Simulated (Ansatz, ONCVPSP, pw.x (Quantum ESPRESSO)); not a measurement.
## Li: does the ONCV potential hold in the solid?

| Quantity | Value |
| --- | --- |
| Element | Li (Z = 3) |
| Generator | ONCVPSP 4.0.1 |
| Type | optimised norm-conserving Vanderbilt (ONCV) |
| Functional | PBE |
| Relativity | scalar-relativistic |
| Frozen core | none |
| Valence charge | 3 |
| Reference configuration | 1s2 2s1 |
| Partial waves | 1s+2s: rc 1.35 bohr, ncon 4, nbas 7, qcut 9.1 1/bohr, 2 projectors; p scattering state at 0.33 Ha: rc 1.25 bohr, ncon 3, nbas 6, qcut 6.6 1/bohr, 2 projectors, debl 0.8 Ha; d scattering state at 0.43 Ha: rc 1.30 bohr, ncon 5, nbas 9, qcut 7.6 1/bohr, 2 projectors, debl 3.3 Ha |
| Local potential | polynomial inside 1.00 bohr (lpopt 5, dvloc0 0 Ha) |
| Core correction | none |

Atomic tests: cutoffs needed: 30 Ha and 35 Ha (the cutoffs (Ha) at which the residual kinetic energy of the hardest occupied pseudo-wave falls to 1 and 0.1 mHa per electron); ghost test: no bound ghost flagged; no localised positive-energy state flagged; largest excitation error: +1431 meV (all-electron minus pseudo) for 1s1 2s1, out of 4 test configurations.

Crystal test: fcc Li in pw.x 7.5, no spin, 13³ k-points, Fermi–Dirac smearing 0.01 Ry, cutoffs 85/340 Ry. The reference is all-electron LAPW (Ansatz 0.2.0) with the same functional, mesh and smearing; V0 and B0 come from Birch–Murnaghan fits to the pressures at five volumes. Errors are pseudo minus all-electron; Δ is the rms difference of the E(V) curves that follow from these fits, minima aligned, over ±6 % about the mean V0. Mesh and smearing are coarse, so the numbers serve the comparison and aren't converged zero-temperature values; the lattice is a test structure that the element need not adopt.

```tsv
V (Å³/atom)	P all-electron (GPa)	P pseudo (GPa)
19.331	0.71	0.72
19.839	0.31	0.32
20.348	-0.05	-0.04
20.857	-0.37	-0.36
21.365	-0.66	-0.65
```

All-electron: a0 = 4.329 Å (V0 = 20.28 Å³/atom), B0 = 13.7 GPa.

Pseudopotential: mean pressure error (GPa): +0.01; a0 (Å): 4.330; a0 error (%): +0.02; B0 error (%): -0.0; Δ (meV/atom): 0.0.

Task: At the middle volume, how do free energy and pressure move when the wave cutoff is lowered (ecutrho kept at four times it)?

Result:

```
cutoff (Ry)  shift of F (meV/atom)  shift of P (GPa)
         38                +1945.1            -51.49
         51                 +282.0            -12.44
         68                   +9.3             -0.81
```

Input at the middle volume:

```
&control
  calculation='scf', prefix='x', pseudo_dir='./', outdir='./tmp', tstress=.true., disk_io='none'
/
&system
  ibrav=0, nat=1, ntyp=1, ecutwfc=85, ecutrho=340, nbnd=8,
  occupations='smearing', smearing='fd', degauss=0.01
/
&electrons
  conv_thr=1e-09, mixing_beta=0.4, electron_maxstep=70
/
ATOMIC_SPECIES
Li 1.0 Li.UPF
CELL_PARAMETERS angstrom
  0.00000000 2.16685863 2.16685863
  2.16685863 0.00000000 2.16685863
  2.16685863 2.16685863 0.00000000
ATOMIC_POSITIONS crystal
Li 0.0000 0.0000 0.0000
K_POINTS automatic
13 13 13 0 0 0
```

```bash
pw.x < Li.scf.in > Li.scf.out
```

Lines of the output:

```
Message from routine setup:
     using ibrav=0 with symmetry is DISCOURAGED, use correct ibrav instead
     lattice parameter (alat)  =       5.7909  a.u.
     unit-cell volume          =     137.3151 (a.u.)^3
     number of electrons       =         3.00
     number of Kohn-Sham states=            8
     kinetic-energy cutoff     =      85.0000  Ry
     charge density cutoff     =     340.0000  Ry
     scf convergence threshold =      1.0E-09
     Exchange-correlation= PBE
     number of k points=    84  Fermi-Dirac smearing, width (Ry)=  0.0100
     iteration #  1     ecut=    85.00 Ry     beta= 0.40
     total energy              =     -14.48626175 Ry
     estimated scf accuracy    <       0.00031221 Ry
     iteration #  2     ecut=    85.00 Ry     beta= 0.40
     total energy              =     -14.48622290 Ry
     estimated scf accuracy    <       0.00010084 Ry
     iteration #  3     ecut=    85.00 Ry     beta= 0.40
     total energy              =     -14.48622847 Ry
     estimated scf accuracy    <       0.00000091 Ry
     iteration #  4     ecut=    85.00 Ry     beta= 0.40
     total energy              =     -14.48622855 Ry
     estimated scf accuracy    <          5.5E-09 Ry
     iteration #  5     ecut=    85.00 Ry     beta= 0.40
     the Fermi energy is     0.9290 ev
!    total energy              =     -14.48622855 Ry
     estimated scf accuracy    <          4.4E-10 Ry
     smearing contrib. (-TS)   =      -0.00228406 Ry
     The total energy is F=E-TS. E is the sum of the following terms:
     one-electron contribution =      -9.74212641 Ry
     hartree contribution      =       3.67828197 Ry
     xc contribution           =      -3.38150629 Ry
     ewald contribution        =      -5.03859376 Ry
     convergence has been achieved in   5 iterations
          total   stress  (Ry/bohr**3)                   (kbar)     P=       -0.36
     Message from routine punch:
     Nothing written, as per user request (disk_io='none')
```

The run at the middle volume (84 k-points, 5 iterations) took about 8.9 s on one core of a shared host (Intel(R) Xeon(R) 6975P-C, 192 threads, 378 GiB, load 112).
